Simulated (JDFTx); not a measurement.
The system is KF (Carobbiite).

```
CELL_PARAMETERS angstrom
0.00000 2.67185 2.67185
2.67185 0.00000 2.67185
2.67185 2.67185 0.00000
ATOMIC_POSITIONS crystal
K 0.00000 0.00000 0.00000
F 0.50000 0.50000 0.50000
```

Program: JDFTx 1.7.0 (patched build). Alike in all runs: task single point; no spin polarisation; cell as given; k mesh 9 × 9 × 9; smearing fermi-dirac 0.05 eV.

Q: Order these runs on this cell by their band gap on the k mesh, lowest first.
A. level PBEsol; potentials or basis PseudoDojo-SR-PBEsol-0.4.1-standard with smoothed tails; cutoff (eV) 1143
B. level r2SCAN; potentials or basis SG15-PBE-1.2 with smoothed tails; cutoff (eV) 1361
C. level LDA; potentials or basis PseudoDojo-SR-LDA-0.4.1-standard with smoothed tails; cutoff (eV) 1143

A: C (5.82 eV), A (6.06 eV), B (6.81 eV).

Caveats: an odd mesh through Γ misses points on the zone boundary, where band edges often lie; the empty levels aren't tightly converged (some runs).

Not every run made on this cell is shown here.
